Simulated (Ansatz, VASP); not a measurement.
## Two plane-wave programs on AlN

INCAR

```
SYSTEM = AlN
PREC     = Accurate       ! precision mode
ENCUT    = 520            ! plane-wave cutoff, eV
EDIFF    = 1E-8           ! SCF threshold, eV
ISMEAR   = -1             ! smearing method
SIGMA    = 0.02           ! smearing width, eV
LREAL    = .False.        ! projectors in reciprocal space
LASPH    = .True.         ! aspherical terms in the spheres
NELM     = 60             ! most SCF steps
ALGO     = Normal         ! electronic algorithm
ISIF     = 2              ! what is computed and relaxed
LWAVE    = .False.        ! write WAVECAR
LCHARG   = .False.        ! write CHGCAR
GGA      = PE             ! functional
LEFG     = .True.       
NBANDS   = 11             ! bands
```

KPOINTS

```
Automatic mesh
0
Gamma
  10 10 10
  0 0 0
```

POSCAR

```
AlN
1.0
    0.0000000000      1.9376213230      1.9376213230
    1.9376213230      0.0000000000      1.9376213230
    1.9376213230      1.9376213230      0.0000000000
Al N
1 1
Direct
    0.0000000000      0.0000000000      0.0000000000
    0.5000000000      0.5000000000      0.5000000000
```

Input for Ansatz:

```yaml
crystal:
  lattice:
    - [0.0, 1.937621323, 1.937621323]
    - [1.937621323, 0.0, 1.937621323]
    - [1.937621323, 1.937621323, 0.0]
  atoms:
    - { symbol: Al, position: [0.0, 0.0, 0.0] }
    - { symbol: "N", position: [0.5, 0.5, 0.5] }
kpoints:
  mp_grid: { grid: [10, 10, 10] }
scf:
  occupations: { method: fermi_dirac, width: 0.02 }
hamiltonian:
  xc: pbe
  pseudopotentials: { kind: paw }
output:
  forces: true
  stress: true
  eigenvalues: true
  efg: { contact_densities: true }
```

Change from the starting cell: volume scaled by 0.94, PAW files.

Alike in both runs: task electric field gradients; functional PBE; k mesh 10 × 10 × 10; occupations fermi-dirac, width 0.02 eV; no spin polarisation.

|  | VASP | Ansatz |
| --- | --- | --- |
| version | VASP 6.6.1 | Ansatz 0.2.0 |
| potentials or method | VASP PAW PBE potentials, release 64 (Al, N) | PAW with Ansatz's default frozen-core files, scalar-relativistic |
| plane-wave cutoff (eV) | 520 | 420 |
| valence electrons in the cell | 8 | 8 |

Ansatz gave:

* gap on the k mesh at the Fermi level (eV): 5.04
* pressure (GPa): 49.7
* Vzz of the field gradient on the site that differs most (V/Å²): 0.0

**Question.** Estimate VASP's values.

**Answer.** gap on the k mesh at the Fermi level (eV): 5.05; pressure (GPa): 49.4; Vzz of the field gradient on the site that differs most (V/Å²): 0.0.

Caveats: so large a pressure means that the cell lies far from this level's equilibrium, or that cutoff or potentials fall short (VASP). A k mesh can miss the band edges.
